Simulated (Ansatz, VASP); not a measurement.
## Ta: VASP beside Ansatz

```
Ta
1.0
     2.90392    0.00000    0.00000
    -1.45196    2.51487    0.00000
     0.00000    0.00000    5.13090
Ta
2
Direct
  0.33333 0.66667 0.25000
  0.66667 0.33333 0.75000
```

Alike in both runs: task single point; functional PBE; k mesh 13 × 13 × 7; occupations tetrahedron; no spin polarisation.

```csv
,VASP,Ansatz
version,VASP 6.6.1,Ansatz 0.2.0
potentials or method,"VASP PAW PBE potentials, release 64 (Ta_pv), cutoff 520 eV","all-electron LAPW, scalar-relativistic"
```

VASP gave:

| Property | Result |
| --- | --- |
| pressure (GPa) | 0.1 |
| largest component of the traceless stress (GPa) | 0.12 |

Question: Which values does Ansatz return?

Answer: Pressure (GPa): 0.0; largest component of the traceless stress (GPa): 0.15.

Ansatz ran all-electron here, so the differences hold the error of VASP's frozen core and of both bases. Ansatz warned: «band_table_not_solved_further».

Caveats: tetrahedron occupations give inexact forces and stress in metals. The runs have no spin-orbit coupling, so splittings on Ta are missing.
